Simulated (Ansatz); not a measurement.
# How long does this Ansatz run take?

```yaml
crystal:
  lattice:
    - [3.8227, 0.0, 0.0]
    - [-1.91135, 3.310555311, 0.0]
    - [0.0, 0.0, 6.2607]
  atoms:
    - { symbol: Zn, position: [0.3333333333, 0.6666666667, 0.0] }
    - { symbol: Zn, position: [0.6666666667, 0.3333333333, 0.5] }
    - { symbol: S, position: [0.3333333333, 0.6666666667, 0.3748] }
    - { symbol: S, position: [0.6666666667, 0.3333333333, 0.8748] }
kpoints:
  mp_grid: { grid: [13, 13, 7] }
scf:
  occupations: { method: fermi_dirac, width: 0.02 }
hamiltonian:
  xc: lda
  pseudopotentials: { kind: paw }
output:
  forces: true
  stress: true
  populations: true
  efg:
    quadrupole_moments_barn: { Zn: 0.122, S: -0.0694 }
    contact_densities: true
  write_density: true
  write_potential: true
  elf: true
  volumetric_format: npy
```

```sh
ansatz run input.yaml --threads 1 --pin off --max-ram 3072MiB --backend cpu --events-out ev --progress --plain --runs-dir out
```

It runs on 1 thread of Intel Xeon 6975P-C (Granite Rapids) (x86_64; 16 cores open to the job, memory cap 3.0 GiB, no GPU), a shared host with a load of 1.3 a core.

Question: Estimate the wall time and the peak memory.

Answer: About 14 s of wall time (13 s of CPU time) and 0.44 GiB. The run holds 36 valence electrons in 22 bands, about 1545 plane waves a k-point and 84 irreducible k-points, and took 7 SCF iterations. Times on a shared host vary by tens of per cent.
